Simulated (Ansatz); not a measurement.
# LDA, PBE, PBEsol and r²SCAN on TaC

```
Ta C
1.0
     0.00000    2.22700    2.22700
     2.22700    0.00000    2.22700
     2.22700    2.22700    0.00000
Ta C
1 1
Direct
  0.00000 0.00000 0.00000
  0.50000 0.50000 0.50000
```

Atoms are numbered in the order listed.

The cell is COD entry 9008731, as deposited and not checked against the literature; nothing was relaxed.

Spin polarisation is left out, and whether a magnetic state lies lower isn't shown here.

No spin–orbit coupling, which matters for the heavy atoms here.

One fixed cell is solved with several functionals by frozen-core PAW in Ansatz 0.2.0, scalar-relativistically. A positive pressure means that the functional wants a larger cell.

The PAW files were made with PBE; their cores are remade for each functional.

The runs use a Γ-centred 16×16×16 k mesh, Fermi–Dirac smearing of 0.05 eV, cutoff 420 eV, no spin polarisation.

Cutoffs: PBE 420 eV, LDA 420 eV, PBEsol 420 eV, r²SCAN 500 eV.

```tsv
setting	P (GPa)	lowest level at Γ above −25 eV, from the valence-band top or, without a gap, the Fermi level (eV)
PBE	?	-14.79
LDA	-9.24	-14.61
PBEsol	-3.27	-14.75
r²SCAN	1.82	?
```

What belongs in the row "r²SCAN", column "lowest level at Γ above −25 eV, from the valence-band top or, without a gap, the Fermi level (eV)"?

-15.70.

What belongs in the row "PBE", column "P (GPa)"?

4.82.
